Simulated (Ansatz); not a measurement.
Crystal: HfO2.

```
Hf O
1.0
     0.00000    2.55750    2.55750
     2.55750    0.00000    2.55750
     2.55750    2.55750    0.00000
Hf O
1 2
Direct
  0.00000 0.00000 0.00000
  0.75000 0.75000 0.75000
  0.25000 0.25000 0.25000
```

Measurements of this composition are mostly on another form, of space group No. 14.

| Property | Result |
| --- | --- |
| Program | Ansatz 0.2.0 |
| Task | single point |
| Functional | PBE |
| Potentials or basis | Ansatz PAW |
| Cutoff | 420 eV (not typed: the program's choice for these potentials) |
| k mesh | 9 × 9 × 9 |
| Occupations | fermi-dirac, width 0.05 eV |
| Spin | no spin polarisation |

On this cell: pressure -2.5 GPa; largest force zero by symmetry; band gap on the k mesh 3.83 eV, indirect (least direct gap 3.94 eV).

The same run follows on a disturbed copy (atoms moved at random, drawn with an rms of 0.05 Å):

```xyz
3
Lattice="0.0000 2.5575 2.5575 2.5575 0.0000 2.5575 2.5575 2.5575 0.0000" Properties=species:S:1:pos:R:3 pbc="T T T"
Hf   -0.0370   -0.0159    0.0251
O     3.8515    3.8457    3.8239
O     1.2535    1.2817    1.2562
```

Task: What does the disturbed cell give?

Result: The energy moves by +4.8 meV/atom; pressure -2.1 GPa; largest force 0.425 eV/Å; band gap on the k mesh 3.83 eV, indirect (least direct gap 3.94 eV).

Forces on the atoms (eV/Å):
```
Hf   0.138  0.069 -0.164
O   -0.419 -0.070 -0.026
O    0.280  0.002  0.190
```

Stress tensor (GPa, compression positive):
```
-1.97  0.41 -0.03
 0.41 -2.12  1.05
-0.03  1.05 -2.10
```

Caveats: odd divisions of the mesh miss points on the zone boundary, where band edges often lie, so the gap on the mesh can be too wide; spin-orbit coupling is left out, which moves the levels of the heavy elements.

A k mesh can miss the band edges.
